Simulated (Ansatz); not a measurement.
Here is an Ansatz 0.2.0 calculation.

The input input.yaml:

```yaml
crystal:
  lattice:
    - [0.0, 2.7255, 2.7255]
    - [2.7255, 0.0, 2.7255]
    - [2.7255, 2.7255, 0.0]
  atoms:
    - { symbol: Se, position: [0.5, 0.5, 0.5] }
    - { symbol: Mg, position: [0.0, 0.0, 0.0] }
hamiltonian:
  xc: pbe
  pseudopotentials: { kind: paw }
kpoints:
  mp_grid: { grid: [8, 8, 8] }
scf:
  occupations: { method: gaussian, width: 0.024 }
output:
  forces: true
  stress: true
  eigenvalues: true
```

Potentials or basis: Ansatz PAW.

Command:

```sh
$ ansatz run input.yaml --threads 2 --pin off --max-ram 5632MiB --backend cpu --events-out ev --progress --plain --runs-dir out
```

Task: Estimate the pressure.

Result: 2.0 GPa.

Task: What does it give for the band gap on the k mesh?

Result: 1.82 eV, indirect (least direct gap 2.61 eV).

A k mesh can miss the band edges.
